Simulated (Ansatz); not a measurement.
Pt under changes of volume

One of the cells (15.904 Å³/atom); the others are scaled copies at fixed shape and fractional positions:

```
Pt
1.0
    -1.58422    1.58422    1.58422
     1.58422   -1.58422    1.58422
     1.58422    1.58422   -1.58422
Pt
1
Direct
  0.00000 0.00000 0.00000
```

This isn't the form of Pt at room conditions, which is fcc.

* Program: Ansatz 0.2.0
* Functional: HSE06
* Potentials or basis: Ansatz PAW
* Cutoff: 420 eV (not typed: the program's choice for these potentials)
* k mesh: 8 × 8 × 8
* Occupations: fermi-dirac, width 0.05 eV
* Spin: no spin polarisation

```csv
volume (Å³/atom),energy over the lowest point (meV/atom),pressure (GPa)
14.950,10.70,8.5
15.268,0.00,2.4
15.586,0.66,-3.0
15.904,11.34,-7.7
16.222,?,?
16.540,57.78,-15.4
16.858,91.43,-18.5
```

Problem. What does the run at 16.222 Å³/atom give?

Solution. Energy over the lowest point 30.75 meV/atom; pressure -11.8 GPa.

Worked out: A Birch-Murnaghan fit of order 3 (a polynomial in V^(-2/3)) to the other rows has its minimum at 15.40 Å³/atom with B0 = V·E''(V) = 263 GPa and B' = 5.5. It gives 30.75 meV/atom at 16.222 Å³/atom, against the run's 30.75, and -dE/dV = -11.8 GPa, against -11.8.

Energies are extrapolated to zero smearing.

Caveats: the PAW data sets come from PBE, with cores solved anew for the run's functional, which leaves a small shift of forces and pressure; the thresholds are loose for stress.
